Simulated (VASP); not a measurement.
# AlN (P6_3mc) in VASP: a series of runs, part 3 of 3

VASP 6.6.1.

**5. Density of states, PBE**

POSCAR

```
AlN                                     
1.0
    3.1131018734      0.0000000000     -0.0000000000
   -1.5565509367      2.6960253069      0.0000000000
   -0.0000000000      0.0000000000      4.9818131039
  Al              N             
     2     2
Direct
     0.3333333332999970    0.6666666667000030    0.9989855796471589
     0.6666666667000030    0.3333333332999970    0.4989855796471589
     0.3333333332999970    0.6666666667000030    0.3810144203528436
     0.6666666667000030    0.3333333332999970    0.8810144203528436
```

INCAR.step1

```
SYSTEM = AlN
PREC = Accurate
ENCUT = 520
EDIFF = 1E-6
ISMEAR = 0
SIGMA = 0.03
LREAL = .False.
LASPH = .True.
NELM = 80
ALGO = Fast
ISIF = 2
LWAVE = .False.
LCHARG = .True.
GGA = PE
NBANDS = 16
```

KPOINTS.step1

```
Automatic mesh
0
Gamma
  12 12 6
  0 0 0
```

INCAR.step2

```
SYSTEM = AlN
PREC = Accurate
ENCUT = 520
EDIFF = 1E-6
ISMEAR = -5
SIGMA = 0.03
LREAL = .False.
LASPH = .True.
NELM = 80
ALGO = Fast
ISIF = 2
LWAVE = .False.
LCHARG = .False.
GGA = PE
LORBIT = 10
NBANDS = 16
NEDOS = 2001
ICHARG = 11
```

KPOINTS.step2

```
Automatic mesh
0
Gamma
  18 18 9
  0 0 0
```

Potentials or basis: VASP PAW PBE potentials, release 64 (Al, N).

On the command line:

```console
$ cat potpaw_PBE.64/Al/POTCAR potpaw_PBE.64/N/POTCAR > POTCAR
$ cp INCAR.step1 INCAR
$ cp KPOINTS.step1 KPOINTS
$ mpirun -np 1 vasp_std > vasp.out
$ cp INCAR.step2 INCAR
$ cp KPOINTS.step2 KPOINTS
$ mpirun -np 1 vasp_std > vasp.out
```

OUTCAR:

```text
SYSTEM = AlN
   PREC = Accurate
   ENCUT = 520
   EDIFF = 1E-6
   ISMEAR = -5
   LREAL = .False.
   LASPH = .True.
   NELM = 80
   ISIF = 2
   GGA = PE
   LORBIT = 10
   ICHARG = 11

 ion  position               nearest neighbor table
   1  0.333  0.667  0.999-   4 1.89   4 1.89   4 1.89   3 1.90   2 3.07   2 3.07   2 3.07   2 3.07
                             2 3.07   2 3.07
   2  0.667  0.333  0.499-   3 1.89   3 1.89   3 1.89   4 1.90   1 3.07   1 3.07   1 3.07   1 3.07
                             1 3.07   1 3.07
   3  0.333  0.667  0.381-   2 1.89   2 1.89   2 1.89   1 1.90
   4  0.667  0.333  0.881-   1 1.89   1 1.89   1 1.89   2 1.90

  LATTYP: Found a hexagonal cell.
 ALAT       =     3.1131018734
 C/A-ratio  =     1.6002730738

  Lattice vectors:

 A1 = (   3.1131018734,   0.0000000000,   0.0000000000)
 A2 = (  -1.5565509367,   2.6960253069,   0.0000000000)
 A3 = (   0.0000000000,   0.0000000000,   4.9818131039)

Analysis of symmetry for initial positions (statically):
=====================================================================
 Subroutine PRICEL returns:
 Original cell was already a primitive cell.

[... 188 lines left out ...]
      1      -9.0382      2.00000
      2      -6.8926      2.00000
      3       0.1587      2.00000
      4       5.2744      2.00000
      5       5.2744      2.00000
      6       5.9261      2.00000
[... 433 lines left out ...]
      3       0.9248      2.00000
      4       2.1443      2.00000
      5       2.7220      2.00000
      6       3.6353      2.00000
[... 8 lines left out ...]
     15      18.8490      0.00000
     16      21.1221      0.00000

 [... further k-points ...]
[... 5 lines left out ...]
  --------------------------------------------------------------------------------------
  -------------------------------------------------------------------------------------
  Total        0.8640871      0.8640871      0.9141252      0.0000000      0.0000000     -0.0000000
  in kB       33.1103215     33.1103215     35.0276925      0.0000000      0.0000000     -0.0000000
  external PRESSURE =      33.7494452 kB  Pullay stress =       0.0000000 kB

 VOLUME and BASIS-vectors are now :
 -----------------------------------------------------------------------------
  energy-cutoff  :      520.00
  volume of cell :       41.81
      direct lattice vectors                 reciprocal lattice vectors
     3.113101873  0.000000000  0.000000000     0.321223025  0.185458200  0.000000000
    -1.556550937  2.696025307  0.000000000     0.000000000  0.370916400  0.000000000
     0.000000000  0.000000000  4.981813104     0.000000000  0.000000000  0.200730132

 POSITION                                       TOTAL-FORCE (eV/Angst)
 -----------------------------------------------------------------------------------
     -0.00000      1.79735      4.97676         0.000000      0.000000      0.003855
      1.55655      0.89868      2.48585        -0.000000      0.000000      0.003855
     -0.00000      1.79735      1.89814         0.000000     -0.000000     -0.003855
      1.55655      0.89868      4.38905         0.000000      0.000000     -0.003855
 -----------------------------------------------------------------------------------
    total drift:                               -0.000000      0.000000      0.000322

  FREE ENERGIE OF THE ION-ELECTRON SYSTEM (eV)
  ---------------------------------------------------
  free  energy   TOTEN  =       -29.7727648541 eV

  energy  without entropy=      -29.7727648541  energy(sigma->0) =      -29.77276485

 total charge

# of ion       s       p       d       tot
------------------------------------------
    1        0.368   0.440   0.000   0.808
    2        0.368   0.440   0.000   0.808
    3        1.223   2.640   0.000   3.863
    4        1.223   2.640   0.000   3.863
--------------------------------------------------
tot          3.182   6.161   0.000   9.343
```

OUTCAR.step1:

```text
SYSTEM = AlN
   PREC = Accurate
   ENCUT = 520
   EDIFF = 1E-6
   ISMEAR = 0
   LREAL = .False.
   LASPH = .True.
   NELM = 80
[... 691 lines left out ...]
      1.55655      0.89868      2.48585         0.000000     -0.000000      0.003776
     -0.00000      1.79735      1.89814        -0.000000     -0.000000     -0.003776
      1.55655      0.89868      4.38905        -0.000000     -0.000000     -0.003776
 -----------------------------------------------------------------------------------
    total drift:                               -0.000000      0.000000      0.000653

  FREE ENERGIE OF THE ION-ELECTRON SYSTEM (eV)
  ---------------------------------------------------
  free  energy   TOTEN  =       -29.7727658821 eV

  energy  without entropy=      -29.7727658821  energy(sigma->0) =      -29.77276588
```

Wall time 36 s (1 thread of Intel Xeon 6975P-C (Granite Rapids), shared host); peak memory 0.22 GiB.

What came out:

- Valence electrons inside the program's atomic spheres: Al 0.81; N 3.86

States per cell in windows of 1 eV (zero at the valence-band top; states under -8 eV left out):
```csv
from (eV),total,N3_p,N4_p,Al1_p,Al2_p,Al1_s,Al2_s
-8.0,0.00,0.00,0.00,0.00,0.00,0.00,0.00
-7.0,0.00,0.00,0.00,0.00,0.00,0.00,0.00
-6.0,1.03,0.16,0.16,0.02,0.02,0.06,0.06
-5.0,2.17,0.35,0.35,0.05,0.05,0.12,0.12
-4.0,1.36,0.25,0.25,0.04,0.04,0.05,0.05
-3.0,1.97,0.43,0.43,0.08,0.08,0.04,0.04
-2.0,3.15,0.79,0.79,0.12,0.12,0.02,0.02
-1.0,2.31,0.65,0.65,0.06,0.06,0.00,0.00
0.0,0.00,0.00,0.00,0.00,0.00,0.00,0.00
1.0,0.00,0.00,0.00,0.00,0.00,0.00,0.00
2.0,0.00,0.00,0.00,0.00,0.00,0.00,0.00
3.0,0.00,0.00,0.00,0.00,0.00,0.00,0.00
4.0,0.03,0.00,0.00,0.00,0.00,0.00,0.00
5.0,1.12,0.05,0.05,0.04,0.04,0.02,0.02
6.0,1.87,0.12,0.12,0.08,0.08,0.03,0.03
7.0,0.94,0.08,0.08,0.03,0.03,0.02,0.02
```

**6. The runs side by side**

```tsv
task	level	further INCAR settings	k mesh for the DOS	occupations for the DOS	gap on the mesh (eV)
band structure	TB-mBJ	ALGO = Normal; EDIFF = 1e-06	-	-	5.35
dielectric tensor	PBE	ALGO = Fast; EDIFF = 1e-08	-	-	4.19
optical spectrum	PBE	ALGO = Fast; EDIFF = 1e-06; NBANDS = 56	-	-	4.19
density of states	PBE	ALGO = Fast; EDIFF = 1e-06; NBANDS = 16	18 × 18 × 9	tetrahedron	-
```

Alike in all rows: potentials or basis VASP PAW PBE potentials, release 64 (Al, N); no spin polarisation; cell as given; k mesh 12 × 12 × 6; cutoff (eV) 520; smearing gaussian 0.03 eV.

On the cell as given the gap runs from 4.19 eV (PBE) to 5.35 eV (TB-mBJ).

Caveats: the PAW data sets were made with another functional, which shifts forces and pressure a little (some runs); spectra need much finer meshes, so this one isn't converged (some runs); independent-particle spectra lack excitons (some runs).

Total energies depend on the potentials used, so only differences within one code and one set of settings carry meaning.

**7. Comparison with measurements**

Step 2. Against the measured gap of AlN, 6.034 eV (an exciton energy, a little under the gap; 10 K; quoted in “Self-assembly of well-separated AlN nanowires directly on sputtered metallic TiN films”, 2019, arxiv:1910.07391), the calculated 5.35 eV is off by -0.69 eV. 2 values of this kind are on record (6.034 to 6.0343 eV); this one was drawn at random. The value is that of TB-mBJ, without temperature or zero-point motion.

Step 3. Against the measured gap of AlN, 6.034 eV (an exciton energy, a little under the gap; 10 K; quoted in “Self-assembly of well-separated AlN nanowires directly on sputtered metallic TiN films”, 2019, arxiv:1910.07391), the calculated 4.19 eV is off by -1.84 eV. 2 values of this kind are on record (6.034 to 6.0343 eV); this one was drawn at random. The value is that of PBE on a finite k mesh, which can miss the band edges, without temperature or zero-point motion. Semilocal functionals fall short of measured gaps as a rule.

Step 4. A measured gap of AlN is 6.0343 eV (an exciton energy, a little under the gap; 0 K; quoted in “Structural and optical properties of self-assembled AlN nanowires grown on SiO2/Si substrates by molecular beam epitaxy”, 2024, arxiv:2402.00216); the calculated 4.19 eV misses it by -1.84 eV. 2 values of this kind are on record (6.034 to 6.0343 eV); this one was drawn at random. The value is that of PBE on a finite k mesh, which can miss the band edges, without temperature or zero-point motion. Semilocal functionals fall short of measured gaps as a rule.
